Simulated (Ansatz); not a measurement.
Starting structure, H put at a top B site (TiB2, P6/mmm (No. 191), (1 0 0) face):

```xyz
10
Lattice="3.0176 0.0000 0.0000 0.0000 3.1848 0.0000 0.0000 0.0000 25.9688" Properties=species:S:1:pos:R:3 pbc="T T T"
B     0.0000    1.5924    8.5000
Ti    1.5088    0.0000    9.3711
B     0.0000    1.5924   10.2422
B     1.5088    1.5924   11.1133
Ti    0.0000    0.0000   11.9936
B     1.5088    1.5924   12.8660
B     0.0000    1.5924   13.7333
Ti    1.5088    0.0000   14.6821
B     0.0000    1.5924   15.4156
H     0.0000    1.5924   16.5756
```

These are results of Ansatz, DFT PBEsol, scalar-relativistic, plane waves, PAW, not measurements. Cutoff 420 eV; k points 10×9×1 on the computed 10-atom cell (Γ-centred); Gaussian smearing, width 0.10 eV; no spin polarisation. A dipole correction removes the field between periodic images along c.

Atoms 1, 2, 3, 4 (counted from 1) are held. The cell is fixed. Force threshold 0.03 eV/Å.

```
step E − E_final (eV) largest force (eV/Å)
   1             0.078                 1.188
   2             0.006                 0.432
   3             0.000                 0.097
   4             0.000                 0.021
```

Q: What is the final structure?

A:
```xyz
10
Lattice="3.0176 0.0000 0.0000 0.0000 3.1848 0.0000 0.0000 0.0000 25.9688" Properties=species:S:1:pos:R:3 pbc="T T T"
B     0.0000    1.5924    8.5000
Ti    1.5088    0.0000    9.3711
B     0.0000    1.5924   10.2422
B     1.5088    1.5924   11.1133
Ti    0.0000    0.0000   11.9960
B     1.5088    1.5924   12.8593
B     0.0000    1.5924   13.7626
Ti    1.5088    0.0000   14.6048
B     0.0000    1.5924   15.4176
H     0.0000    1.5924   16.6216
```

The end is the local minimum or symmetric point that this start leads to. The slab is only 7.0 Å thick, so the energy isn't converged with thickness.